Hexagonal diamond resists compression more strongly than expansion because its carbon–carbon bonds stiffen as they shorten. The unequal effect of volume on bond length adds to the asymmetry, but the larger part of it remains when the energy is measured against bond length itself. The results come from density-functional theory with the PBE functional, for a lattice at rest.

GPAW 26.7.0, PBE with PAW data sets (gpaw-data 1.2.1), for hexagonal diamond (P6₃/mmc, 4 atoms per cell): plane waves up to 800 eV, 12×12×7 k mesh, Fermi–Dirac smearing of 0.05 eV, no spin polarisation. The cell is scaled with its shape and fractional coordinates fixed, and energies are counted from the minimum of the fitted curve.

```
volume (Å³/atom)  energy (meV/atom)  pressure (GPa)
           5.332              39.64           33.79
           5.445              19.18           22.48
           5.559               6.38           12.19
           5.672               0.53            2.82
           5.786               1.03           -5.70
           5.899               7.30          -13.47
           6.012              18.83          -20.54
```

The energy is counted from the minimum of a smooth curve through the seven points. That minimum lies at 5.719 Å³/atom, between two rows, so no row has zero energy. Distance from the minimum explains most of the order of the energies, but not all of it. The row at 5.445 Å³/atom lies nearer the minimum than the row at 6.012, and still costs slightly more energy. The compressed side of the curve is therefore the steeper one.

What the crystal does on this path is simple. Each atom has four neighbours, and each bond is shared by two atoms, which makes two bonds per atom. The shape of the cell and the relative positions of the atoms are held fixed, so the bond angles never change and every bond stretches or shrinks by the same fraction. To a first approximation, the whole energy is then the energy of stretched or compressed bonds.

If each bond is treated as a spring with force constant k and rest length r₀, its energy is ½k(r − r₀)², where r is the bond length. Two bonds per atom give the energy E, and for a small change of the volume V from its equilibrium value V₀ the bond changes by one third of the relative volume change:

E = k(r − r₀)²
r − r₀ ≈ r₀(V − V₀)/(3V₀)

The bulk modulus B, the resistance to a uniform change of volume, is defined by E = B(V − V₀)²/(2V₀) near the minimum. Equating the two energies gives k, with r₀ = 1.548 Å at the minimum:

k = 9BV₀/(2r₀²)
k = 9 × 433.9 GPa × 5.719 Å³ / (2 × 1.548² Å²) ≈ 466 N/m

Since B and V₀ come from the same energy curve, this translates the result into the language of bonds and does not test it independently. The constant also absorbs the forces between more distant atoms. Even so, it is close to the stretching constant of an ordinary carbon–carbon single bond, roughly 450 N/m as a recalled value. The crystal is hard to compress because strong, short bonds are packed densely and, with the angles fixed, any change of volume must change their length.

Perfect springs would already make the energy curve lopsided when it is drawn against volume. Bond length follows the cube root of volume, so removing a given volume changes the bonds more than adding the same volume does. This can be separated from the behaviour of the bond by dividing each energy by the square of the volume change, and then by the square of the bond change. From the smallest to the largest cell the first ratio falls by 17 %, the second by 10 %. More than half of the asymmetry thus remains after the geometry has been removed, and this is where the spring picture fails.

The remaining part has a well-known cause in the chemical bond. When two atoms are pushed together, their valence electrons are confined more tightly and the positive cores repel each other more strongly, which raises the energy steeply. When the atoms are pulled apart, this repulsion fades faster than the attraction does. The net pull back towards the minimum therefore still grows over the range of the table, but by less with each further step. The calculation shows the stiffening; its division into repulsion and attraction is the standard theoretical account.

The pressure column shows the same behaviour. Equal steps in volume change the pressure by 11.3 GPa at the compressed end but only by 7.1 GPa at the expanded end. Within this range, the bulk modulus rises by about 3.7 GPa for every GPa of pressure, whereas ideal springs in this geometry would give a rise of only 1 near the minimum. A single modulus therefore serves for small loads only. All these values belong to a cell of fixed shape; if its height could adjust relative to its width, the crystal might yield slightly more.

One irregularity has a different origin. The printed pressure is roughly 0.8 GPa lower than the slope of the energy throughout, and it reaches zero near 5.71 Å³/atom, just before the energy minimum. A likely cause is the finite set of plane waves. At a fixed cutoff a larger cell holds more of them, which lowers its energy a little further, while the directly computed pressure leaves out this gain. The step-by-step comparison is in the output below. Whether the two pressures merge at a higher cutoff is the question that the table leaves open.

Printed output of the fit:

```
Energy against volume change and bond change:
    row  volume from minimum (A^3/atom)  bond length (A)  energy per squared relative volume change (eV/atom)  effective bond constant (N/m)
  5.332                         -0.3874            1.512                                                8.641                          496.2
  5.445                         -0.2739            1.523                                                8.361                          486.8
  5.559                         -0.1605            1.534                                                8.102                          478.3
  5.672                        -0.04704            1.544                                                7.833                          468.6
  5.786                          0.0664            1.554                                                7.641                          463.2
  5.899                          0.1798            1.564                                                7.383                          453.4
  6.012                          0.2933            1.574                                                 7.16                          445.4
Bond length at the energy minimum (A): 1.548
Bond change at strongest compression (percent): -2.311
Bond change at strongest expansion (percent): 1.681
Fall of energy per squared volume change from smallest to largest cell (percent): 17.13
Fall of energy per squared bond change from smallest to largest cell (percent): 10.24
Effective bond constant at the minimum from the bulk modulus (N/m): 465.9
Steps from the row above:
    row  pressure step (GPa)  mean printed pressure (GPa)  pressure from energy difference (GPa)  printed less energy slope (GPa)  bulk modulus in the step (GPa)
  5.445               -11.31                        28.13                                   28.9                          -0.7612                           537.2
  5.559               -10.29                        17.34                                  18.08                          -0.7428                           499.1
  5.672                -9.37                        7.505                                  8.262                          -0.7571                           463.8
  5.786                -8.52                        -1.44                                -0.7062                          -0.7338                           430.3
  5.899                -7.77                       -9.585                                 -8.855                          -0.7297                           400.2
  6.012                -7.07                          -17                                 -16.28                          -0.7209                           371.2
Rise of step modulus per GPa of pressure: 3.679
Slope of the modulus from the energy fit: 3.695
Volume where the printed pressure crosses zero (A^3/atom): 5.71
Volume of the energy minimum (A^3/atom): 5.719
Smallest gap on the mesh (eV): 3.161
Largest gap on the mesh (eV): 3.553
```
